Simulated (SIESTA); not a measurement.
Ge, 2 atoms in the cell. The typed cell holds 2 atoms: a = 4.001 Å, b = 4.001 Å, c = 4.001 Å, α = 60.00°, β = 60.00°, γ = 60.00°.  The cell isn't the ideal one: atoms moved at random, drawn with an rms of 0.05 Å.

```yaml
Program: SIESTA 5.4.2
Task: single point
Functional: PBEsol
Potentials_or_basis: PseudoDojo 0.4 standard (PBEsol files)
Basis: DZP (energy shift 0.003 Ry; two zetas on semicore shells)
Grid_cutoff: 800 Ry
Energy_shift: 0.003 Ry
k_mesh: 8 × 8 × 8
Occupations: fermi-dirac, width 0.05 eV
Spin: no spin polarisation
```

Potentials or basis: PseudoDojo 0.4 standard (PBEsol files), DZP (energy shift 0.003 Ry; two zetas on semicore shells).

Launch:

```console
$ siesta Ge.fdf > Ge.out 2>&1
```

Hardware: 1 thread of Arm Neoverse V1, with other jobs on the host.

Estimate the wall time of this run.

It took 58 s on 1 thread of Arm Neoverse V1, on a shared host, peak memory 0.33 GiB. Counts: scf iterations 8, k points 296, bands 46.
